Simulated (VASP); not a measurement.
# CaS (Oldhamite) (Fm-3m) in VASP: notebook

One crystal, CaS (Oldhamite), is run at these levels: PBE; tasks: single point, relaxation of cell and atoms.

Everything below comes from runs of VASP 6.6.1. Logs are shortened: lines on timing, memory, paths and dates and some standing lists are left out, and cuts for length are marked.

## (1) Starting point

It takes space group Fm-3m (No. 225, cubic). The conventional cell has a = 5.712 Å, b = 5.712 Å, c = 5.712 Å, α = 90.00°, β = 90.00°, γ = 90.00°. Ca (site symmetry m-3m) is surrounded by 6 S at 2.86 Å. Around S (site symmetry m-3m) lie 6 Ca at 2.86 Å.

## (2) Single point, PBE

The input, INCAR:

```
SYSTEM = CaS
  PREC = Accurate
  ENCUT = 520
  EDIFF = 1E-6
  ISMEAR = 0
  SIGMA = 0.02
  LREAL = .False.
  LASPH = .True.
  NELM = 100
  ALGO = Normal
  ISIF = 2
  LWAVE = .False.
  LCHARG = .True.
  GGA = PE
  LELF = .True.
  LVHAR = .True.
  NBANDS = 15
```

The input, KPOINTS:

```
Automatic mesh
0
Gamma
  8 8 8
  0 0 0
```

The input, POSCAR:

```
CaS
1.0
    0.0000000000      2.8560320322      2.8560320322
    2.8560320322      0.0000000000      2.8560320322
    2.8560320322      2.8560320322      0.0000000000
Ca S
1 1
Direct
    0.0000000000      0.0000000000      0.0000000000
    0.5000000000      0.5000000000      0.5000000000
```

Potentials or basis: VASP PAW PBE potentials, release 64 (Ca_sv, S).

Command:

```console
$ cat potpaw_PBE.64/Ca_sv/POTCAR potpaw_PBE.64/S/POTCAR > POTCAR
$ mpirun -np 1 vasp_std > vasp.out
```

OUTCAR:

```text
SYSTEM = CaS
   PREC = Accurate
   ENCUT = 520
   EDIFF = 1E-6
   ISMEAR = 0
   LREAL = .False.
   LASPH = .True.
   NELM = 100
   ISIF = 2
   GGA = PE

 ion  position               nearest neighbor table
   1  0.000  0.000  0.000-   2 2.86   2 2.86   2 2.86   2 2.86   2 2.86   2 2.86
   2  0.500  0.500  0.500-   1 2.86   1 2.86   1 2.86   1 2.86   1 2.86   1 2.86

  LATTYP: Found a face centered cubic cell.
 ALAT       =     5.7120640644

  Lattice vectors:

 A1 = (   0.0000000000,   2.8560320322,   2.8560320322)
 A2 = (   2.8560320322,   0.0000000000,   2.8560320322)
 A3 = (   2.8560320322,   2.8560320322,   0.0000000000)

Analysis of symmetry for initial positions (statically):
=====================================================================
 Subroutine PRICEL returns:
 Original cell was already a primitive cell.

 Routine SETGRP: Setting up the symmetry group for a
 face centered cubic supercell.

 Subroutine GETGRP returns: Found 48 space group operations
 (whereof 48 operations were pure point group operations)
 out of a pool of 48 trial point group operations.

The static configuration has the point symmetry O_h .

Analysis of symmetry for dynamics (positions and initial velocities):
=====================================================================
 Subroutine PRICEL returns:
 Original cell was already a primitive cell.

 Routine SETGRP: Setting up the symmetry group for a
 face centered cubic supercell.

 Subroutine GETGRP returns: Found 48 space group operations
 (whereof 48 operations were pure point group operations)
 out of a pool of 48 trial point group operations.

The dynamic configuration has the point symmetry O_h .

 Subroutine INISYM returns: Found 48 space group operations
 (whereof 48 operations are pure point group operations),
 and found     1 'primitive' translations

----------------------------------------------------------------------------------------

                                     Primitive cell

  volume of cell :      46.5928

  direct lattice vectors                    reciprocal lattice vectors
     0.000000000  2.856032032  2.856032032    -0.175068064  0.175068064  0.175068064
     2.856032032  0.000000000  2.856032032     0.175068064 -0.175068064  0.175068064
     2.856032032  2.856032032  0.000000000     0.175068064  0.175068064 -0.175068064

  length of vectors
     4.039039235  4.039039235  4.039039235     0.303226782  0.303226782  0.303226782

  position of ions in fractional coordinates (direct lattice)
     0.000000000  0.000000000  0.000000000
     0.500000000  0.500000000  0.500000000

  ion indices of the primitive-cell ions
   primitive index   ion index
                 1           1
                 2           2

----------------------------------------------------------------------------------------

 KPOINTS: Automatic mesh

Automatic generation of k-mesh.
 Grid dimensions read from file:
 generate k-points for:    8    8    8

 Generating k-lattice:

  Cartesian coordinates                     Fractional coordinates (reciprocal lattice)
    -0.021883508  0.021883508  0.021883508     0.125000000  0.000000000  0.000000000
     0.021883508 -0.021883508  0.021883508     0.000000000  0.125000000  0.000000000
     0.021883508  0.021883508 -0.021883508     0.000000000  0.000000000  0.125000000

  Length of vectors
     0.037903348  0.037903348  0.037903348

  Shift w.r.t. Gamma in fractional coordinates (k-lattice)
     0.000000000  0.000000000  0.000000000

 Subroutine IBZKPT returns following result:
 ===========================================

 Found     29 irreducible k-points:

 Following reciprocal coordinates:
            Coordinates               Weight
  0.000000  0.000000  0.000000      1.000000
  0.125000  0.000000  0.000000      8.000000
  0.250000  0.000000  0.000000      8.000000
  0.375000  0.000000  0.000000      8.000000
  0.500000  0.000000  0.000000      4.000000
  0.125000  0.125000  0.000000      6.000000
[... 16 lines left out ...]
  0.500000  0.250000  0.125000     48.000000
 -0.375000  0.250000  0.125000     24.000000
 [... further k-points ...]
   k-points           NKPTS =     29   k-points in BZ     NKDIM =     29   number of bands    NBANDS=     15
   number of dos      NEDOS =    301   number of ions     NIONS =      2
   total plane-waves  NPLWV =  27000
   dimension x,y,z NGX =    30 NGY =   30 NGZ =   30
   dimension x,y,z NGXF=    60 NGYF=   60 NGZF=   60
   ions per type =               1   1
   NGX,Y,Z   is equivalent  to a cutoff of  12.35, 12.35, 12.35 a.u.
   NGXF,Y,Z  is equivalent  to a cutoff of  24.70, 24.70, 24.70 a.u.
 SYSTEM =  CaS
   PREC   = accura    normal or accurate (medium, high low for compatibility)
   ISTART =      0    job   : 0-new  1-cont  2-samecut
   ICHARG =      2    charge: 1-file 2-atom 10-const
   ISPIN  =      1    spin polarized calculation?
   LNONCOLLINEAR =      F non collinear calculations
   LSORBIT =      F    spin-orbit coupling
   LASPH  =      T    aspherical Exc in radial PAW
   ENCUT  =  520.0 eV  38.22 Ry    6.18 a.u.   7.51  7.51  7.51*2*pi/ulx,y,z
   NELM   =    100;   NELMIN=  2; NELMDL= -5     # of ELM steps
   EDIFF  = 0.1E-05   stopping-criterion for ELM
   LREAL  =      F    real-space projection
   EDIFFG = 0.1E-04   stopping-criterion for IOM
   NSW    =      0    number of steps for IOM
   IBRION =     -1    ionic relax: 0-MD 1-quasi-New 2-CG
   NFREE  =      0    steps in history (QN), initial steepest desc. (CG)
   ISIF   =      2    stress and relaxation
   ISYM   =      2    0-nonsym 1-usesym 2-fastsym
   POTIM  = 0.5000    time-step for ionic-motion
   TEBEG  =    0.0;   TEEND  =   0.0 temperature during run
   PSTRESS=    0.0 pullay stress
   NELECT =      16.0000    total number of electrons
   NUPDOWN=      -1.0000    fix difference up-down
   EMIN   =  10.00;   EMAX   =-10.00  energy-range for DOS
   EFERMI =   0.00;   METHOD = LEGACY
   ISMEAR =     0;   SIGMA  =   0.02  broadening in eV -4-tet -1-fermi 0-gaus
   EFERMI_NEDOS =   21; number of points for ismear=-14 and -15
   IALGO  =     38    algorithm
   IMIX   =      4    mixing-type and parameters
     AMIX     =   0.40;   BMIX     =  1.00
     AMIX_MAG =   1.60;   BMIX_MAG =  1.00
  volume/ion in A,a.u.               =      23.30       157.21
  Fermi-wavevector in a.u.,A,eV,Ry     =   1.146415  2.166410 17.881684  1.314267
  Thomas-Fermi vector in A             =   2.283099
   LORBIT       =      0    0 simple, 1 ext, 2 COOP (PROOUT), +10 PAW based schemes
   GGA     = PE    functional components
   LHFCALC =     F    Hartree Fock is set to
   AEXX    =    0.0000 exact exchange contribution
   IVDW    =     0    specifies the selected vdW correction
   LEPSILON=     F    determine dielectric tensor
   LRPA    =     F    only Hartree local field effects (RPA)
 non-spin polarized calculation
 Gauss-broadening in eV      SIGMA  =   0.02
  energy-cutoff  :      520.00
  volume of cell :       46.59
 maximum number of plane-waves:      1283
   NGX = 15   NGY = 15   NGZ = 15

 number of electron      16.0000004 magnetization

 Free energy of the ion-electron system (eV)
  ---------------------------------------------------
  ext. energy  EPLUGINS =         0.00000000
  ---------------------------------------------------
  free energy    TOTEN  =       -10.36514282 eV

  energy without entropy =      -10.36514282  energy(sigma->0) =      -10.36514282

 E-fermi :   2.8763     XC(G=0):  -9.2767

 val. band max:        2.6645094903   @ k =   0.0000   0.0000   0.0000
 cond. band min:       5.0417174413   @ k =   0.5000   0.5000   0.0000
 fundamental gap:      2.3772079510
 Fermi energy:         2.8762751231

 k-point     1 :       0.0000    0.0000    0.0000
  band No.  band energies     occupation
      1     -36.5643      2.00000
      2     -17.5432      2.00000
      3     -17.5432      2.00000
      4     -17.5432      2.00000
      5      -8.6318      2.00000
      6       2.6645      2.00000
      7       2.6645      2.00000
      8       2.6645      2.00000
      9       6.7564      0.00000
     10       6.8303      0.00000
     11       6.8303      0.00000
     12       6.8303      0.00000
     13       7.4163      0.00000
     14       7.4163      0.00000
     15      13.5089      0.00000

 k-point     2 :       0.1250    0.0000    0.0000
  band No.  band energies     occupation
      1     -36.5627      2.00000
      2     -17.5674      2.00000
      3     -17.5451      2.00000
      4     -17.5451      2.00000
      5      -8.5265      2.00000
      6       2.0102      2.00000
      7       2.4436      2.00000
      8       2.4436      2.00000
      9       6.8149      0.00000
     10       7.0560      0.00000
     11       7.0560      0.00000
     12       7.5325      0.00000
     13       7.8177      0.00000
     14       7.8177      0.00000
     15      13.6222      0.00000

 k-point     3 :       0.2500    0.0000    0.0000
  band No.  band energies     occupation
      1     -36.5589      2.00000
      2     -17.6245      2.00000
      3     -17.5496      2.00000
      4     -17.5496      2.00000
      5      -8.2594      2.00000
      6       0.8584      2.00000
      7       2.0074      2.00000
      8       2.0074      2.00000
      9       6.9414      0.00000
     10       7.6281      0.00000
     11       7.6281      0.00000
     12       8.8178      0.00000
     13       8.8178      0.00000
     14       8.8653      0.00000
     15      12.9742      0.00000

 k-point     4 :       0.3750    0.0000    0.0000
  band No.  band energies     occupation
      1     -36.5550      2.00000
      2     -17.6803      2.00000
      3     -17.5541      2.00000
      4     -17.5541      2.00000
      5      -7.9691      2.00000
      6      -0.0524      2.00000
      7       1.6552      2.00000
      8       1.6552      2.00000
      9       7.3704      0.00000
     10       8.3860      0.00000
     11       8.3860      0.00000
     12       9.2110      0.00000
     13       9.9665      0.00000
     14       9.9665      0.00000
     15      12.4976      0.00000
[... 307 lines left out ...]
 k-point    22 :       0.3750    0.2500    0.1250
  band No.  band energies     occupation
      1     -36.5561      2.00000
      2     -17.6336      2.00000
      3     -17.5752      2.00000
      4     -17.5569      2.00000
      5      -8.1307      2.00000
      6       0.5404      2.00000
      7       1.8270      2.00000
      8       1.8304      2.00000
      9       6.4740      0.00000
     10       7.9413      0.00000
     11       8.3649      0.00000
     12       8.5140      0.00000
     13       9.0219      0.00000
     14      10.7040      0.00000
     15      12.2143      0.00000

 k-point    23 :       0.5000    0.2500    0.1250
  band No.  band energies     occupation
      1     -36.5530      2.00000
      2     -17.6616      2.00000
      3     -17.5878      2.00000
      4     -17.5639      2.00000
      5      -7.9499      2.00000
      6       0.1920      2.00000
      7       1.3743      2.00000
      8       1.6020      2.00000
      9       6.9743      0.00000
     10       8.4941      0.00000
     11       8.7852      0.00000
     12       8.9115      0.00000
     13       9.5453      0.00000
     14      11.0093      0.00000
     15      11.4319      0.00000

 k-point    24 :      -0.3750    0.2500    0.1250
  band No.  band energies     occupation
      1     -36.5517      2.00000
      2     -17.6736      2.00000
      3     -17.5909      2.00000
      4     -17.5684      2.00000
      5      -7.8725      2.00000
      6       0.0624      2.00000
      7       1.1870      2.00000
      8       1.5141      2.00000
      9       7.6337      0.00000
     10       7.9529      0.00000
     11       9.0727      0.00000
     12       9.3788      0.00000
     13       9.6638      0.00000
     14      10.6284      0.00000
     15      11.8944      0.00000

 [... further k-points ...]
[... 5 lines left out ...]
  --------------------------------------------------------------------------------------
  -------------------------------------------------------------------------------------
  Total        0.0415923      0.0415923      0.0415923      0.0000000      0.0000000      0.0000000
  in kB        1.4302239      1.4302239      1.4302239      0.0000000      0.0000000      0.0000000
  external PRESSURE =       1.4302239 kB  Pullay stress =       0.0000000 kB

 VOLUME and BASIS-vectors are now :
 -----------------------------------------------------------------------------
  energy-cutoff  :      520.00
  volume of cell :       46.59
      direct lattice vectors                 reciprocal lattice vectors
     0.000000000  2.856032032  2.856032032    -0.175068064  0.175068064  0.175068064
     2.856032032  0.000000000  2.856032032     0.175068064 -0.175068064  0.175068064
     2.856032032  2.856032032  0.000000000     0.175068064  0.175068064 -0.175068064

 POSITION                                       TOTAL-FORCE (eV/Angst)
 -----------------------------------------------------------------------------------
      0.00000      0.00000      0.00000        -0.000000     -0.000000     -0.000000
      2.85603      2.85603      2.85603         0.000000      0.000000      0.000000
 -----------------------------------------------------------------------------------
    total drift:                               -0.000000      0.000000      0.000000

  FREE ENERGIE OF THE ION-ELECTRON SYSTEM (eV)
  ---------------------------------------------------
  free  energy   TOTEN  =       -10.3651428235 eV

  energy  without entropy=      -10.3651428235  energy(sigma->0) =      -10.36514282
```

It took 9.3 s on 1 thread of AMD EPYC 9R45 (Zen 5), shared host; peak memory 0.15 GiB.

What came out:

```
Free energy            : -10.3651 eV
Pressure               : 0.1 GPa
Band gap on the k mesh : 2.38 eV, indirect (least direct gap 3.18 eV)
```

A k mesh can miss the band edges. Expect the measured gap to be larger: semilocal functionals such as PBE lack the derivative discontinuity.

(Part 1 of 2 ends here.)
